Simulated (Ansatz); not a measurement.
Wanted: the native input for an Ansatz 0.2.0 run.

| Quantity | Value |
| --- | --- |
| Task | band structure |
| Functional | PBE |
| Potentials or basis | Ansatz PAW |
| Cutoff | 420 eV (not typed: the program's choice for these potentials) |
| k mesh | 7 × 7 × 7 |
| Occupations | fermi-dirac, width 0.05 eV |
| Spin | spin-orbit coupling, no magnetisation |
| Path | [["G", "X", "W", "K", "G", "L", "U", "W", "L", "K"], ["U", "X"]] |
| Points for each segment of the path | 14 |

The system is HfN.

```
Hf N
1.0
     0.00000    2.25600    2.25600
     2.25600    0.00000    2.25600
     2.25600    2.25600    0.00000
Hf N
1 1
Cartesian
  0.0000 0.0000 0.0000
  2.2560 2.2560 2.2560
```

The input as run:

input.yaml

```yaml
crystal:
  lattice:
    - [0.0, 2.256, 2.256]
    - [2.256, 0.0, 2.256]
    - [2.256, 2.256, 0.0]
  atoms:
    - { symbol: Hf, position: [0.0, 0.0, 0.0] }
    - { symbol: "N", position: [0.5, 0.5, 0.5] }
hamiltonian:
  xc: pbe
  pseudopotentials: { kind: paw_fr }
magnetization:
  noncollinear: true
  spin_orbit: true
kpoints:
  mp_grid: { grid: [7, 7, 7] }
  band_path:
    path:
      - [[0.0, 0.0, 0.0], [0.5, 0.0, 0.5], [0.5, 0.25, 0.75], [0.375, 0.375, 0.75], [0.0, 0.0, 0.0], [0.5, 0.5, 0.5], [0.625, 0.25, 0.625], [0.5, 0.25, 0.75], [0.5, 0.5, 0.5], [0.375, 0.375, 0.75]]
      - [[0.625, 0.25, 0.625], [0.5, 0.0, 0.5]]
    npoints: 14
scf:
  occupations: { method: fermi_dirac, width: 0.05 }
  n_extra_bands: 6
output:
  forces: true
  stress: true
  eigenvalues: true
  fatbands: false
  write_density: true
  write_potential: true
  elf: true
  volumetric_format: npy
```

Potentials or basis: Ansatz PAW.

The run is started by

```console
$ ansatz run input.yaml --threads 2 --pin off --max-ram 5632MiB --backend cpu --events-out ev --progress --plain --runs-dir out
```

It gave:

```yaml
Pressure: 6.4 GPa
Band_gap_on_the_k_mesh: none (metal or under the smearing width)
```

Caveat: the pressure holds a Pulay correction of +0.5 GPa for the finite cutoff.

Wall time 6.2 s on 2 threads of Intel(R) Xeon(R) Platinum 8488C (Sapphire Rapids), with other jobs on the host, peak memory 0.47 GiB.
